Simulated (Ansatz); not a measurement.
# SnO2: the gap under pressure

SnO2, P4_2/mnm, a = 4.827 Å, c = 3.238 Å. Ansatz: PBE, PAW, 420 eV, Γ-centred 6×6×8 mesh on 6 atoms, Gaussian smearing 0.02 eV; no spin polarisation. Cell and atoms are relaxed at each pressure, and no other structure is tried, so the rows at high pressure may lie past a change of phase. The gap is sought over the whole zone. The pressures are the targets, met within 0.06 GPa.

| P (GPa) | gap y (eV) |
| --- | --- |
| -2.0 | 0.568 |
| 0.0 | 0.680 |
| 2.0 | 0.792 |
| 5.0 | ? |
| 10.0 | 1.200 |
| 20.0 | 1.665 |
| 40.0 | 2.813 |

**Question.** Fit y = E0 + αP + βP² to the other rows and predict the missing gap.

**Answer.** Least squares on the rows shown. y = 0.68136 + 0.047861 P + 0.00013264 P². So α = 47.9 meV/GPa, but the rows at 0 and 2 GPa alone give 56 meV/GPa, so the parabola doesn't give the slope at zero pressure. With a term in P³ added, the coefficient of P becomes 0.05690, 19 % more, which shows how far this figure hangs on the form. At P = 5.0 the fit asked for gives 0.924 eV. The run gave 0.947 eV, so the fit is 0.023 eV too low, within twice the rms miss on the fitted rows (0.018 eV). Note that among the fitted rows a band edge sits at another point of the zone at 40 GPa than at zero pressure, so one curve spans more than one gap.

The mesh isn't the same in all rows (6×6×8, 6×6×10). Semilocal functionals give gaps under the measured ones; changes of the gap mostly carry over better.